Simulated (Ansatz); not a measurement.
Sr:

```
Sr
1.0
    -4.15850    4.15850    3.57681
     4.15850   -4.15850    3.57681
     4.15850    4.15850   -3.57681
Sr
4
Direct
  0.33545 0.16455 0.50000
  0.66455 0.83545 0.50000
  0.83545 0.33545 0.17090
  0.16455 0.66455 0.82910
```

This isn't the form of Sr at room conditions, which is fcc.

```yaml
Program: Ansatz 0.2.0
Task: single point
Functional: PBE
Potentials_or_basis: Ansatz PAW
Cutoff: "420 eV (not typed: the program's choice for these potentials)"
k_mesh: 5 × 5 × 5
Occupations: fermi-dirac, width 0.05 eV
Spin: no spin polarisation
```

On this cell: pressure -0.3 GPa; largest force 0.124 eV/Å; band gap on the k mesh none (metal or under the smearing width).

The same run follows on a disturbed copy (atoms moved at random, drawn with an rms of 0.05 Å):

```xyz
4
Lattice="-4.1585 4.1585 3.5768 4.1585 -4.1585 3.5768 4.1585 4.1585 -3.5768" Properties=species:S:1:pos:R:3 pbc="T T T"
Sr    1.3772    2.8131    0.0390
Sr    2.8477    1.3947    3.6066
Sr   -1.4033    2.7606    3.5719
Sr    5.5547    1.3577   -0.0008
```

Problem. What does the disturbed cell give?

Solution. The energy (extrapolated to zero smearing) moves by +1.2 meV/atom; pressure -0.3 GPa; largest force 0.197 eV/Å; band gap on the k mesh none (metal or under the smearing width).

Forces on the atoms (eV/Å):
```
Sr   0.118 -0.155 -0.030
Sr  -0.179  0.082 -0.006
Sr   0.029  0.005  0.022
Sr   0.032  0.068  0.014
```
